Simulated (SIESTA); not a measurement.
Runs of SIESTA 5.4.2 on P. It takes space group Cmce (No. 64, orthorhombic). The conventional cell has a = 3.295 Å, b = 10.930 Å, c = 4.544 Å, α = 90.00°, β = 90.00°, γ = 90.00°. P (site symmetry m) has 3 P at 2.20 to 2.25 Å as nearest neighbours. 

```tsv
task	level	potentials or basis	cell	k mesh	broadening (eV)	window to (eV)	optical mesh offset	optimiser	force tolerance	energy shift	gap on the mesh (eV)	pressure (GPa)	largest force (eV/Å)
optical spectrum	PBE	PseudoDojo 0.4 standard (PBE files), DZP (energy shift 0.002 Ry)	as given	6 × 6 × 4	0.1 eV	40 eV	true	-	-	0.002 Ry	(b)	3.7	0.62
relaxation of cell and atoms	PBE	PseudoDojo 0.4 standard (PBE files), DZP (energy shift 0.002 Ry)	relaxed	6 × 6 × 4	-	-	-	Broyden	0.01 eV/Å	0.002 Ry	(a)	0.0	-
optical spectrum	PBE	PseudoDojo 0.4 standard (PBE files), DZP (energy shift 0.003 Ry)	as given	8 × 8 × 6	0.3 eV	40 eV	true	-	-	0.003 Ry	0.13	3.6	0.61
electrostatic potential	vdW-DF2	PseudoDojo 0.4 standard (PBE files), SZ (energy shift 0.01 Ry)	as given	8 × 8 × 6	-	-	-	-	-	0.01 Ry	0.38	32.0	4.83
```

Alike in all rows: no spin polarisation; smearing fermi-dirac 0.05 eV; grid cutoff 500 Ry.

Fill in the values left out.

(a) none; (b) 0.12.

Caveats: the basis of atomic orbitals isn't converged, which shifts pressures, moduli and gaps; the basis has no polarisation orbitals (some runs); a pressure of tens of GPa on the cell as given is suspect, and the run, the potentials or the cell itself is likely at fault (some runs); the potentials were made for another functional, which shifts forces and pressure (some runs).

A k mesh can miss the band edges.

Not every run made on this cell is shown here.
